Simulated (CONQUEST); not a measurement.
# Cl (Cmce) in CONQUEST: convergence with supercell

Aim: find how far supercell must go before the results for Cl settle, at PBE. This setting moves, with any that are tied to it; all else stays.

Program: CONQUEST 1.3. These are calculated values, not measurements. Logs are shortened: lines on timing, memory, paths and dates and some standing lists are left out, and cuts for length are marked.

**1. Starting point**

Symmetry: Cmce, No. 64, orthorhombic system. Conventional cell: a = 6.290 Å, b = 4.500 Å, c = 8.210 Å, α = 90.00°, β = 90.00°, γ = 90.00°. Cl (site symmetry m) has 1 Cl at 2.02 Å as nearest neighbours.

**2. With supercell 1 boxes an edge, Gamma point alone**

The input, Conquest_input:

```
IO.Title Cl
IO.Coordinates coords.dat
IO.FractionalAtomicCoords T
IO.Iprint 2
IO.Iprint_init 1
General.NumberOfSpecies 1
General.PseudopotentialType hamann
AtomMove.TypeOfRun static
AtomMove.FullStress T
Grid.GridCutoff 120
DM.SolutionMethod diagon
Diag.MPMesh T
Diag.GammaCentred T
Diag.MPMeshX 1
Diag.MPMeshY 1
Diag.MPMeshZ 1
Diag.kT 0.00183747
minE.SCTolerance 1e-6
SC.MaxIters 100
IO.AtomChargeOutput T
%block ChemicalSpeciesLabel
1 35.450 Cl
%endblock
```

The input, coords.dat:

```
    8.5037675608     0.0000000000     0.0000000000
    0.0000000000    11.8863773239     0.0000000000
    0.0000000000     0.0000000000    15.5146514832
8
  0.3700000000   0.0000000000   0.4000000000 1 T T T
  0.8700000000   0.5000000000   0.4000000000 1 T T T
  0.1300000000   0.0000000000   0.9000000000 1 T T T
  0.6300000000   0.5000000000   0.9000000000 1 T T T
  0.1300000000   0.5000000000   0.6000000000 1 T T T
  0.6300000000   0.0000000000   0.6000000000 1 T T T
  0.3700000000   0.5000000000   0.1000000000 1 T T T
  0.8700000000   0.0000000000   0.1000000000 1 T T T
```

Potentials or basis: PseudoDojo NC PBE, SZ, grid cutoff 120 Ha.

Run with:

```console
OMP_NUM_THREADS=1 Conquest
```

Run time: 7.3 s. Hardware: 1 thread of AMD EPYC 7B13 (Zen 3), shared host; peak memory 0.22 GiB.

What came out:

```yaml
Free_energy: -3559.1331 eV
Pressure: 12.7 GPa
Largest_force: 5.990 eV/Å
Band_gap_on_the_k_mesh: 2.36 eV
```

**3. With supercell 2 boxes an edge, Gamma point alone**

Edit Conquest_input of step 2 so:

```diff
@@ -20,2 +20,5 @@
 IO.AtomChargeOutput T
+SC.KerkerPreCondition T
+SC.KerkerFactor 0.3
+SC.LinearMixingFactor 0.3
 %block ChemicalSpeciesLabel
```

The input, coords.dat:

```
   17.0075351216     0.0000000000     0.0000000000
    0.0000000000    23.7727546478     0.0000000000
    0.0000000000     0.0000000000    31.0293029664
64
  0.1850000000   0.0000000000   0.2000000000 1 T T T
  0.1850000000   0.0000000000   0.7000000000 1 T T T
  0.1850000000   0.5000000000   0.2000000000 1 T T T
  0.1850000000   0.5000000000   0.7000000000 1 T T T
  0.4350000000   0.2500000000   0.2000000000 1 T T T
  0.4350000000   0.2500000000   0.7000000000 1 T T T
  0.4350000000   0.7500000000   0.2000000000 1 T T T
  0.4350000000   0.7500000000   0.7000000000 1 T T T
  0.6850000000   0.0000000000   0.2000000000 1 T T T
  0.6850000000   0.0000000000   0.7000000000 1 T T T
  0.6850000000   0.5000000000   0.2000000000 1 T T T
  0.6850000000   0.5000000000   0.7000000000 1 T T T
  0.9350000000   0.2500000000   0.2000000000 1 T T T
  0.9350000000   0.2500000000   0.7000000000 1 T T T
  0.9350000000   0.7500000000   0.2000000000 1 T T T
  0.9350000000   0.7500000000   0.7000000000 1 T T T
  0.0650000000   0.0000000000   0.4500000000 1 T T T
  0.0650000000   0.0000000000   0.9500000000 1 T T T
  0.0650000000   0.5000000000   0.4500000000 1 T T T
  0.0650000000   0.5000000000   0.9500000000 1 T T T
  0.3150000000   0.2500000000   0.4500000000 1 T T T
  0.3150000000   0.2500000000   0.9500000000 1 T T T
  0.3150000000   0.7500000000   0.4500000000 1 T T T
  0.3150000000   0.7500000000   0.9500000000 1 T T T
  0.5650000000   0.0000000000   0.4500000000 1 T T T
  0.5650000000   0.0000000000   0.9500000000 1 T T T
  0.5650000000   0.5000000000   0.4500000000 1 T T T
  0.5650000000   0.5000000000   0.9500000000 1 T T T
  0.8150000000   0.2500000000   0.4500000000 1 T T T
  0.8150000000   0.2500000000   0.9500000000 1 T T T
  0.8150000000   0.7500000000   0.4500000000 1 T T T
  0.8150000000   0.7500000000   0.9500000000 1 T T T
  0.0650000000   0.2500000000   0.3000000000 1 T T T
  0.0650000000   0.2500000000   0.8000000000 1 T T T
  0.0650000000   0.7500000000   0.3000000000 1 T T T
  0.0650000000   0.7500000000   0.8000000000 1 T T T
  0.3150000000   0.0000000000   0.3000000000 1 T T T
  0.3150000000   0.0000000000   0.8000000000 1 T T T
  0.3150000000   0.5000000000   0.3000000000 1 T T T
  0.3150000000   0.5000000000   0.8000000000 1 T T T
  0.5650000000   0.2500000000   0.3000000000 1 T T T
  0.5650000000   0.2500000000   0.8000000000 1 T T T
  0.5650000000   0.7500000000   0.3000000000 1 T T T
  0.5650000000   0.7500000000   0.8000000000 1 T T T
  0.8150000000   0.0000000000   0.3000000000 1 T T T
  0.8150000000   0.0000000000   0.8000000000 1 T T T
  0.8150000000   0.5000000000   0.3000000000 1 T T T
  0.8150000000   0.5000000000   0.8000000000 1 T T T
  0.1850000000   0.2500000000   0.0500000000 1 T T T
  0.1850000000   0.2500000000   0.5500000000 1 T T T
  0.1850000000   0.7500000000   0.0500000000 1 T T T
  0.1850000000   0.7500000000   0.5500000000 1 T T T
  0.4350000000   0.0000000000   0.0500000000 1 T T T
  0.4350000000   0.0000000000   0.5500000000 1 T T T
  0.4350000000   0.5000000000   0.0500000000 1 T T T
  0.4350000000   0.5000000000   0.5500000000 1 T T T
  0.6850000000   0.2500000000   0.0500000000 1 T T T
  0.6850000000   0.2500000000   0.5500000000 1 T T T
  0.6850000000   0.7500000000   0.0500000000 1 T T T
  0.6850000000   0.7500000000   0.5500000000 1 T T T
  0.9350000000   0.0000000000   0.0500000000 1 T T T
  0.9350000000   0.0000000000   0.5500000000 1 T T T
  0.9350000000   0.5000000000   0.0500000000 1 T T T
  0.9350000000   0.5000000000   0.5500000000 1 T T T
```

Potentials or basis: PseudoDojo NC PBE, SZ, grid cutoff 120 Ha.

Run with:

```console
OMP_NUM_THREADS=1 Conquest
```

Wall time 1.9 min (1 thread of AMD EPYC 7B13 (Zen 3), shared host); peak memory 1.5 GiB.

What came out:

| Item | Value |
| --- | --- |
| Free energy | -28479.3135 eV |
| Pressure | 12.0 GPa |
| Largest force | 6.524 eV/Å |
| Band gap on the k mesh | 2.36 eV |

**4. With supercell 3 boxes an edge, Gamma point alone**

Conquest_input is that of step 3.

The input, coords.dat:

```
   25.5113026824     0.0000000000     0.0000000000
    0.0000000000    35.6591319717     0.0000000000
    0.0000000000     0.0000000000    46.5439544495
216
  0.1233333330   0.0000000000   0.1333333330 1 T T T
  0.1233333330   0.0000000000   0.4666666670 1 T T T
  0.1233333330   0.0000000000   0.8000000000 1 T T T
  0.1233333330   0.3333333330   0.1333333330 1 T T T
  0.1233333330   0.3333333330   0.4666666670 1 T T T
  0.1233333330   0.3333333330   0.8000000000 1 T T T
[... 208 lines left out ...]
  0.9566666670   0.6666666670   0.3666666670 1 T T T
  0.9566666670   0.6666666670   0.7000000000 1 T T T
```

Potentials or basis: PseudoDojo NC PBE, SZ, grid cutoff 120 Ha.

Run with:

```console
OMP_NUM_THREADS=1 Conquest
```

The log of the run:

```text
Simulation cell dimensions:    25.5113 a0 x    35.6591 a0 x    46.5440 a0

      Atomic coordinates (a0)
         Atom         X         Y         Z  Species
            1    3.1464    0.0000    6.2059        1
            2    3.1464    0.0000   21.7205        1
            3    3.1464    0.0000   37.2352        1
            4    3.1464   11.8864    6.2059        1
            5    3.1464   11.8864   21.7205        1
            6    3.1464   11.8864   37.2352        1
[... 208 lines left out ...]
          215   24.4058   23.7728   17.0661        1
          216   24.4058   23.7728   32.5808        1

         Monkhorst-Pack mesh:   1 x   1 x   1 gamma-centred
        This calculation includes non-local pseudopotentials,
         with a maximum core radius of      5.59066313

    Job title: Cl
    Job to be run: static calculation

[... 5 lines left out ...]
      Using Fermi-Dirac smearing

    Integration grid size:    128 x  180 x  240

    Integration grid spacing:  0.199 a0 x 0.198 a0 x 0.194 a0

    Number of species:  1
    --------------------------------------------------------
    |   #  mass (au)  Charge (e)  SF Rad (a0)  NSF  Label  |
    --------------------------------------------------------
    |   1     35.450       7.000        5.979    4  Cl     |
    --------------------------------------------------------
          SCF tolerance:                 0.00000100
          SCF iterations:               100

    The functional used will be GGA PBE96

           radial cut-off to be used is taken to be max PAO cut-off radius for this species:    5.590663

           greatest ang. mom. for making density from PAOs:  1
    Minimum blocs/proc is    86400. Maximum blocs/proc is    86400
    set_atom_dens: In set_atomic_density, electrons :    1512.000000000000
 matrix_size & matrix_size_padH =          864         864

    Screened ion int: energy:   -2745.012119222624 Ha

    new_SC_potl: Starting.  Tolerance:  0.10000E-05

    PulayMixSC: Starting Pulay mixing, A_up =  0.300 A_dn =  0.300
    PulayMixSC: Spin non-polarised calculation.
    PulayMixSC: with Kerker preconditioning, q0 =  0.300
          Harris-Foulkes Energy            :     -3536.617727464026302 Ha
          (TS=0 as O(N) or entropic contribution is negligible)
          DFT Total Energy                 :     -3531.786919679974744 Ha
          Total number of electrons        :      1511.999999999526835
    PulayMixSC: Pulay iteration     1 residual:              0.91885E-03
          Harris-Foulkes Energy            :     -3535.526653862377771 Ha
          (TS=0 as O(N) or entropic contribution is negligible)
          DFT Total Energy                 :     -3531.878928639454898 Ha
          Total number of electrons        :      1512.000350522335339
    PulayMixSC: Pulay iteration     2 residual:              0.76342E-03
          Harris-Foulkes Energy            :     -3532.560828376691461 Ha
          (TS=0 as O(N) or entropic contribution is negligible)
          DFT Total Energy                 :     -3532.183979264637856 Ha
          Total number of electrons        :      1512.001670353066402
    PulayMixSC: Pulay iteration     3 residual:              0.22105E-03
          Harris-Foulkes Energy            :     -3532.278429119053271 Ha
          (TS=0 as O(N) or entropic contribution is negligible)
          DFT Total Energy                 :     -3532.243886552988897 Ha
          Total number of electrons        :      1512.000738134120638
    PulayMixSC: Pulay iteration     4 residual:              0.71551E-04
          Harris-Foulkes Energy            :     -3532.256301986149083 Ha
          (TS=0 as O(N) or entropic contribution is negligible)
          DFT Total Energy                 :     -3532.250948446393522 Ha
          Total number of electrons        :      1512.001266310936899
    PulayMixSC: Pulay iteration     5 residual:              0.63200E-04
          Harris-Foulkes Energy            :     -3532.248715641824219 Ha
          (TS=0 as O(N) or entropic contribution is negligible)
          DFT Total Energy                 :     -3532.250951463666752 Ha
          Total number of electrons        :      1512.001403384111200
    PulayMixSC: Pulay iteration     6 residual:              0.26891E-04
          Harris-Foulkes Energy            :     -3532.250260058561253 Ha
          (TS=0 as O(N) or entropic contribution is negligible)
          DFT Total Energy                 :     -3532.251755319139647 Ha
          Total number of electrons        :      1512.000949556984551
    PulayMixSC: Pulay iteration     7 residual:              0.99220E-05
          Harris-Foulkes Energy            :     -3532.250586042901887 Ha
          (TS=0 as O(N) or entropic contribution is negligible)
          DFT Total Energy                 :     -3532.251749569794811 Ha
          Total number of electrons        :      1512.000985283097179
    PulayMixSC: Pulay iteration     8 residual:              0.69386E-05
          Harris-Foulkes Energy            :     -3532.251655550116539 Ha
          (TS=0 as O(N) or entropic contribution is negligible)
          DFT Total Energy                 :     -3532.251757969720984 Ha
          Total number of electrons        :      1512.001219265031523
    PulayMixSC: Pulay iteration     9 residual:              0.22351E-05
          Harris-Foulkes Energy            :     -3532.251688253684279 Ha
          (TS=0 as O(N) or entropic contribution is negligible)
          DFT Total Energy                 :     -3532.251758061639975 Ha
          Total number of electrons        :      1512.001201319857955
    PulayMixSC: Pulay iteration    10 residual:              0.19369E-05
          Harris-Foulkes Energy            :     -3532.251759059909091 Ha
          (TS=0 as O(N) or entropic contribution is negligible)
          DFT Total Energy                 :     -3532.251758242791766 Ha
          Total number of electrons        :      1512.001105066925902
    PulayMixSC: Pulay iteration    11 residual:              0.95186E-06
    PulayMixSC: Reached SCF tolerance of  0.95186E-06 after     11 iterations
      | Number of electrons      =      1512.001105
      |* band energy as 2Tr[K.H] =      -695.147543965455043 Ha
      |  screened ion-ion energy =     -2745.012119222624278 Ha
      |  Ha correction           =        28.186448598073884 Ha
      |  XC correction           =      -120.276688406498110 Ha
      |* Harris-Foulkes energy   =     -3532.251759059909091 Ha
      |* DFT total energy        =     -3532.251758242791766 Ha
      |  estimated accuracy      =        -0.000000817117325 Ha

    force: Maximum force :        0.10411253(Ha/a0) on atom        69 in z direction
    force: Force Residual:        0.12663829 Ha/a0
    force: Total stress:        -11.87504997    -0.00000000    -0.00000000 GPa
                            -0.00000011    -0.56175851     0.00000000
                            -0.00000000     0.00000000   -23.58512049
    force: Average pressure:     12.00730966 GPa

    force: Finished force
    get_E_and_F: Change in energy during last step of electronic optimisation: -0.70806E-04

    BIBLIOGRAPHY: Please consider citing the following references in the conquest.bib file

    CONQUEST:         Bowler2002pt, Miyazaki2004, Nakata2020
    Basis:            Bowler2019
    DM:               Bowler:2006xr
    Pseudopotentials: Hamann2013, Bowler2019
    XC functional:    Perdew1996
```

Run time: 5.8 min. Hardware: 1 thread of AMD EPYC 7B13 (Zen 3), shared host; peak memory 4.7 GiB.

What came out:

```yaml
Free_energy: -96117.4669 eV
Pressure: 12.0 GPa
Band_gap_on_the_k_mesh: 2.37 eV
```

**5. Result**

```
                         supercell  energy less the tightest run, at zero smearing (meV/atom)  pressure (GPa)  gap on the mesh (eV)  SCF cycles  CPU time (s)  peak memory (GiB)
1 boxes an edge, Gamma point alone                                                      96.63           12.73                 2.361           6           7.3               0.22
2 boxes an edge, Gamma point alone                                                      -1.00           12.03                 2.359          13           120                1.5
3 boxes an edge, Gamma point alone                                                       0.00           12.01                 2.372          11           350                4.7
```

Against the tightest run, the pressure stays within 0.1 GPa from 2 boxes an edge, Gamma point alone on. Not settled before the last step: the energy (to 1 meV/atom), the gap on the mesh (to 0.01 eV). The tightest run that finished is the yardstick and may itself not be fully converged.

Caveats: all runs use coarse meshes; the atomic basis is small; an odd mesh through Γ misses points on the zone boundary, where band edges often lie; this functional lacks dispersion, which binds the layers, so the pressure and a relaxed spacing across them are unreliable; the basis of atomic orbitals isn't converged, which shifts pressures, moduli and gaps.
